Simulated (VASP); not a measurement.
# Ag (Im-3m) in VASP: settings compared, part 2 of 2

VASP 6.6.1. Earlier steps stand in the parts before.

### Step 4. Relaxation of cell and atoms, PBEsol

Contents of INCAR:

```
PREC = Accurate ; ENCUT = 600
EDIFF = 1E-6 ; ISMEAR = -1
SIGMA = 0.05 ; LREAL = F
LASPH = T ; NELM = 100
ALGO = Normal ; ISIF = 3
LWAVE = F ; LCHARG = F
GGA = PS ; IBRION = 2
NSW = 60 ; EDIFFG = -0.02
```

Contents of KPOINTS:

```
Automatic mesh
0
Gamma
  11 11 11
```

Contents of POSCAR:

```
Ag
1.0
   -1.6556540000      1.6556540000      1.6556540000
    1.6556540000     -1.6556540000      1.6556540000
    1.6556540000      1.6556540000     -1.6556540000
Ag
1
Direct
    0.0000000000      0.0000000000      0.0000000000
```

Potentials or basis: VASP PAW PBE potentials, release 64 (Ag).

Run with:

```
$ cat potpaw_PBE.64/Ag/POTCAR > POTCAR
$ mpirun -np 1 vasp_std > vasp.out
```

OUTCAR:

```text
PREC = Accurate
   ENCUT = 600
   EDIFF = 1E-6
   ISMEAR = -1
   LREAL = F
   LASPH = T
   NELM = 100
   ISIF = 3
   GGA = PS
   IBRION = 2
   NSW = 60
   EDIFFG = -0.02

 ion  position               nearest neighbor table
   1  0.000  0.000  0.000-

  LATTYP: Found a body centered cubic cell.
 ALAT       =     3.3113080000

  Lattice vectors:

 A1 = (  -1.6556540000,   1.6556540000,   1.6556540000)
 A2 = (   1.6556540000,  -1.6556540000,   1.6556540000)
 A3 = (   1.6556540000,   1.6556540000,  -1.6556540000)

Analysis of symmetry for initial positions (statically):
=====================================================================
 Subroutine PRICEL returns:
 Original cell was already a primitive cell.

 Routine SETGRP: Setting up the symmetry group for a
 body centered cubic supercell.

 Subroutine GETGRP returns: Found 48 space group operations
 (whereof 48 operations were pure point group operations)
 out of a pool of 48 trial point group operations.

The static configuration has the point symmetry O_h .

Analysis of symmetry for dynamics (positions and initial velocities):
=====================================================================
 Subroutine PRICEL returns:
 Original cell was already a primitive cell.

 Routine SETGRP: Setting up the symmetry group for a
 body centered cubic supercell.

 Subroutine GETGRP returns: Found 48 space group operations
 (whereof 48 operations were pure point group operations)
 out of a pool of 48 trial point group operations.

The dynamic configuration has the point symmetry O_h .

 Subroutine INISYM returns: Found 48 space group operations
 (whereof 48 operations are pure point group operations),
 and found     1 'primitive' translations

----------------------------------------------------------------------------------------

                                     Primitive cell
[... 126 lines left out ...]

--------------------------------------- Ionic step        1  -------------------------------------------

 number of electron      11.0000001 magnetization

 Free energy of the ion-electron system (eV)
  ---------------------------------------------------
  ext. energy  EPLUGINS =         0.00000000
  ---------------------------------------------------
  free energy    TOTEN  =        -3.24699455 eV

  energy without entropy =       -3.24352527  energy(sigma->0) =       -3.24525991

------------------------ aborting loop because EDIFF is reached ----------------------------------------

  FORCE on cell =-STRESS in cart. coord.  units (eV):
  Direction    XX          YY          ZZ          XY          YZ          ZX
  --------------------------------------------------------------------------------------
  -------------------------------------------------------------------------------------
  Total       -0.8413166     -0.8413166     -0.8413166     -0.0000000      0.0000000      0.0000000
  in kB      -74.2508296    -74.2508296    -74.2508296     -0.0000000      0.0000000      0.0000000
  external PRESSURE =     -74.2508296 kB  Pullay stress =       0.0000000 kB
[... 57 lines left out ...]
--------------------------------------- Ionic step        3  -------------------------------------------

 number of electron      10.9999997 magnetization

 Free energy of the ion-electron system (eV)
  ---------------------------------------------------
  ext. energy  EPLUGINS =         0.00000000
  ---------------------------------------------------
  free energy    TOTEN  =        -3.28220938 eV

  energy without entropy =       -3.27798350  energy(sigma->0) =       -3.28009644

 E-fermi :   8.4428     XC(G=0): -12.5119

 val. band max:        8.4124934276   @ k =  -0.3636   0.4545   0.0909
 cond. band min:       8.5327264324   @ k =  -0.4545   0.4545   0.0909
 fundamental gap:      0.1202330048
 Fermi energy:         8.4427996676

 k-point     1 :       0.0000    0.0000    0.0000
  band No.  band energies     occupation
      1       0.5202      2.00000
      2       3.5214      2.00000
      3       3.5214      2.00000
      4       3.5214      2.00000
      5       4.9093      2.00000
      6       4.9093      2.00000
      7      26.4747      0.00000
      8      26.4747      0.00000
      9      26.4747      0.00000
[... 265 lines left out ...]
 k-point    24 :       0.3636    0.1818    0.0909
  band No.  band energies     occupation
      1       2.5695      2.00000
      2       2.8772      2.00000
      3       4.2198      2.00000
      4       4.9598      2.00000
      5       5.0845      2.00000
      6      11.2605      0.00000
      7      13.0271      0.00000
      8      17.4516      0.00000
      9      20.0115      0.00000

 [... further k-points ...]

------------------------ aborting loop because EDIFF is reached ----------------------------------------

  FORCE on cell =-STRESS in cart. coord.  units (eV):
  Direction    XX          YY          ZZ          XY          YZ          ZX
  --------------------------------------------------------------------------------------
  -------------------------------------------------------------------------------------
  Total       -0.0023085     -0.0023085     -0.0023085     -0.0000000      0.0000000     -0.0000000
  in kB       -0.2206176     -0.2206176     -0.2206176     -0.0000000      0.0000000     -0.0000000
  external PRESSURE =      -0.2206176 kB  Pullay stress =       0.0000000 kB
[... 16 lines left out ...]
  FREE ENERGIE OF THE ION-ELECTRON SYSTEM (eV)
  ---------------------------------------------------
  free  energy   TOTEN  =        -3.2822093753 eV

  energy  without entropy=       -3.2779834979  energy(sigma->0) =       -3.28009644

 reached required accuracy - stopping structural energy minimisation
```

OSZICAR:

```text
N       E                     dE             d eps       ncg     rms          rms(c)
DAV:   1     0.491368506401E+02    0.49137E+02   -0.61749E+03  1024   0.123E+03
[... 21 lines left out ...]
DAV:   1    -0.357832438621E+01   -0.30875E+00   -0.57254E+00  1015   0.300E+01    0.357E+00
DAV:   2    -0.329285637942E+01    0.28547E+00   -0.11699E+00  1012   0.119E+01    0.127E+00
DAV:   3    -0.328409703541E+01    0.87593E-02   -0.25440E-02  1053   0.162E+00    0.853E-01
DAV:   4    -0.328221146090E+01    0.18856E-02   -0.24101E-03  1052   0.524E-01    0.557E-02
DAV:   5    -0.328220611244E+01    0.53485E-05   -0.17486E-04  1074   0.122E-01    0.163E-02
DAV:   6    -0.328220935467E+01   -0.32422E-05   -0.48841E-06  1047   0.275E-02    0.962E-04
DAV:   7    -0.328220937530E+01   -0.20634E-07   -0.69171E-08   510   0.269E-03
   3 F= -.32822094E+01 E0= -.32800964E+01  d E =-.352148E-01
```

It took 15 s on 1 thread of Intel Xeon Platinum 8259CL at 2.50GHz (Skylake/Cascade Lake), shared host; peak memory 0.15 GiB.

Results:

```
Free energy                            : -3.2822 eV
Relaxed volume                         : 16.77 Å³/atom
Relaxed cell                           : a = 2.793 Å, b = 2.793 Å, c = 2.793 Å, α = 109.47°, β = 109.47°, γ = 109.47°
Space group after relaxing (to 0.05 Å) : Im-3m (No. 229)
Energy gained by relaxing              : 35.2 meV/atom
Ionic steps                            : 3
Pressure after relaxing                : 0.0 GPa
Band gap on the k mesh                 : none (metal or under the smearing width)
```

Step by step:
| step | energy change (eV) | largest force (eV/Å) | pressure (GPa) | volume (Å³) |
| --- | --- | --- | --- | --- |
| 1 | 0.0000 | 0.0000 | -7.43 | 18.15 |
| 2 | -0.0226 | 0.0000 | 5.83 | 16.03 |
| 3 | -0.0352 | 0.0000 | -0.02 | 16.77 |

Final structure:
```cif
data_structure
_symmetry_space_group_name_H-M 'P 1'
_symmetry_Int_Tables_number 1
_cell_length_a 2.7926
_cell_length_b 2.7926
_cell_length_c 2.7926
_cell_angle_alpha 109.471
_cell_angle_beta 109.471
_cell_angle_gamma 109.471
_cell_volume 16.77
loop_
_atom_site_label
_atom_site_type_symbol
_atom_site_fract_x
_atom_site_fract_y
_atom_site_fract_z
_atom_site_occupancy
Ag1 Ag 0.00000 0.00000 0.00000 1
```

Caveat: the PAW data sets were made with another functional, which shifts forces and pressure a little.

### Step 5. Relaxation of cell and atoms, PBEsol+D3

Edit INCAR of step 4 so:

```diff
@@ -6,3 +6,4 @@
 LWAVE = F ; LCHARG = F
-GGA = PS ; IBRION = 2
-NSW = 60 ; EDIFFG = -0.02
+GGA = PS ; IVDW = 11
+IBRION = 2 ; NSW = 60
+EDIFFG = -0.02
```

KPOINTS is that of step 4.

POSCAR is that of step 4.

Potentials or basis: VASP PAW PBE potentials, release 64 (Ag).

Run with:

```
$ cat potpaw_PBE.64/Ag/POTCAR > POTCAR
$ mpirun -np 1 vasp_std > vasp.out
```

OUTCAR:

```text
PREC = Accurate
   ENCUT = 600
   EDIFF = 1E-6
   ISMEAR = -1
   LREAL = F
   LASPH = T
   NELM = 100
   ISIF = 3
   GGA = PS
   IVDW = 11
   IBRION = 2
   NSW = 60
   EDIFFG = -0.02
 IVDW          = 11

 ion  position               nearest neighbor table
   1  0.000  0.000  0.000-

  LATTYP: Found a body centered cubic cell.
 ALAT       =     3.3113080000

  Lattice vectors:

 A1 = (  -1.6556540000,   1.6556540000,   1.6556540000)
 A2 = (   1.6556540000,  -1.6556540000,   1.6556540000)
 A3 = (   1.6556540000,   1.6556540000,  -1.6556540000)

Analysis of symmetry for initial positions (statically):
=====================================================================
 Subroutine PRICEL returns:
 Original cell was already a primitive cell.

 Routine SETGRP: Setting up the symmetry group for a
[... 246 lines left out ...]

 Free energy of the ion-electron system (eV)
  ---------------------------------------------------
  ext. energy  EPLUGINS =         0.00000000
  ---------------------------------------------------
  free energy    TOTEN  =        -3.27666123 eV

  energy without entropy =       -3.27205998  energy(sigma->0) =       -3.27436061

 E-fermi :   8.8775     XC(G=0): -12.6929

 val. band max:        8.8601815740   @ k =  -0.2727   0.4545   0.0909
 cond. band min:       8.9329412502   @ k =  -0.4545   0.4545   0.0909
 fundamental gap:      0.0727596762
 Fermi energy:         8.8774715010

 k-point     1 :       0.0000    0.0000    0.0000
  band No.  band energies     occupation
      1       0.7239      2.00000
      2       3.8331      2.00000
      3       3.8331      2.00000
      4       3.8331      2.00000
      5       5.2906      2.00000
      6       5.2906      2.00000
      7      27.0070      0.00000
      8      27.0070      0.00000
      9      27.0070      0.00000
[... 265 lines left out ...]
 k-point    24 :       0.3636    0.1818    0.0909
  band No.  band energies     occupation
      1       2.8276      2.00000
      2       3.1498      2.00000
      3       4.5516      2.00000
      4       5.3463      2.00000
      5       5.4779      2.00000
      6      11.7438      0.00000
      7      13.6262      0.00000
      8      18.0667      0.00000
      9      20.6510      0.00000

 [... further k-points ...]

------------------------ aborting loop because EDIFF is reached ----------------------------------------

 Edisp (eV)   -0.41282

 E8    (eV) :    -0.2366
[... 24 lines left out ...]
  FREE ENERGIE OF THE ION-ELECTRON SYSTEM (eV)
  ---------------------------------------------------
  free  energy   TOTEN  =        -3.6894795468 eV

  energy  without entropy=       -3.6848782907  energy(sigma->0) =       -3.68717892

 reached required accuracy - stopping structural energy minimisation
```

OSZICAR:

```text
N       E                     dE             d eps       ncg     rms          rms(c)
DAV:   1     0.491368506401E+02    0.49137E+02   -0.61749E+03  1024   0.123E+03
[... 22 lines left out ...]
DAV:   1    -0.369806359026E+01   -0.46251E+00   -0.81997E+00  1015   0.361E+01    0.424E+00
DAV:   2    -0.329316821925E+01    0.40490E+00   -0.15983E+00  1012   0.140E+01    0.158E+00
DAV:   3    -0.327938246557E+01    0.13786E-01   -0.42047E-02  1052   0.211E+00    0.106E+00
DAV:   4    -0.327667693424E+01    0.27055E-02   -0.34816E-03  1054   0.649E-01    0.883E-02
DAV:   5    -0.327665638085E+01    0.20553E-04   -0.30867E-04  1082   0.160E-01    0.205E-02
DAV:   6    -0.327666120322E+01   -0.48224E-05   -0.70816E-06  1041   0.339E-02    0.686E-04
DAV:   7    -0.327666123310E+01   -0.29882E-07   -0.12804E-07   509   0.372E-03
   3 F= -.36894795E+01 E0= -.36871789E+01  d E =-.646065E-01
```

CONTCAR:

```text
Ag
   1.00000000000000
    -1.5962876682054141    1.5962876682054141    1.5962876682054141
     1.5962876682054141   -1.5962876682054141    1.5962876682054141
     1.5962876682054141    1.5962876682054141   -1.5962876682054141
  Ag
     1
Direct
     0.0000000000000000    0.0000000000000000    0.0000000000000000

  0.00000000E+00  0.00000000E+00  0.00000000E+00
```

Run time: 15 s. Hardware: 1 thread of Intel Xeon Platinum 8259CL at 2.50GHz (Skylake/Cascade Lake), shared host; peak memory 0.16 GiB.

What came out:

| Quantity | Value |
| --- | --- |
| Free energy | -3.6895 eV |
| Relaxed volume | 16.27 Å³/atom |
| Relaxed cell | a = 2.765 Å, b = 2.765 Å, c = 2.765 Å, α = 109.47°, β = 109.47°, γ = 109.47° |
| Space group after relaxing (to 0.05 Å) | Im-3m (No. 229) |
| Energy gained by relaxing | 64.6 meV/atom |
| Ionic steps | 3 |
| Pressure after relaxing | 0.0 GPa |
| Band gap on the k mesh | none (metal or under the smearing width) |
| Dispersion energy per atom | -0.413 eV |

The path:
```
step  energy change (eV)  largest force (eV/Å)  pressure (GPa)  volume (Å³)
   1              0.0000                0.0000           -9.70        18.15
   2             -0.0460                0.0000            7.46        15.42
   3             -0.0646                0.0000           -0.04        16.27
```

Final structure:
```yaml
crystal:
  lattice:
    - [-1.59629, 1.59629, 1.59629]
    - [1.59629, -1.59629, 1.59629]
    - [1.59629, 1.59629, -1.59629]
  atoms:
    - { symbol: Ag, position: [0.00000, 0.00000, 0.00000] }
```

Caveat: the PAW data sets were made with another functional, which shifts forces and pressure a little; pairwise dispersion overbinds metals, which lowers pressure and volume.

### Step 6. Overview

```tsv
level	monkhorst-Pack mesh	other keys	gap on the mesh (eV)	pressure (GPa)	relaxed volume (Å³/atom)
PBE	-	-	none	0.0	17.96
PBE	yes	shifted = yes; IBRION = 2; POTIM = 0.8	-	0.0	17.96
PBEsol	-	-	none	0.0	16.77
PBEsol+D3	-	-	none	0.0	16.27
```

Alike in all rows: task relaxation of cell and atoms; potentials or basis VASP PAW PBE potentials, release 64 (Ag); no spin polarisation; cell relaxed; k mesh 11 × 11 × 11; cutoff (eV) 600; smearing fermi-dirac 0.05 eV.

Caveats: the PAW data sets were made with another functional, which shifts forces and pressure a little (some runs); pairwise dispersion overbinds metals, which lowers pressure and volume (some runs).

Absolute energies hang on the potentials; compare differences alone.
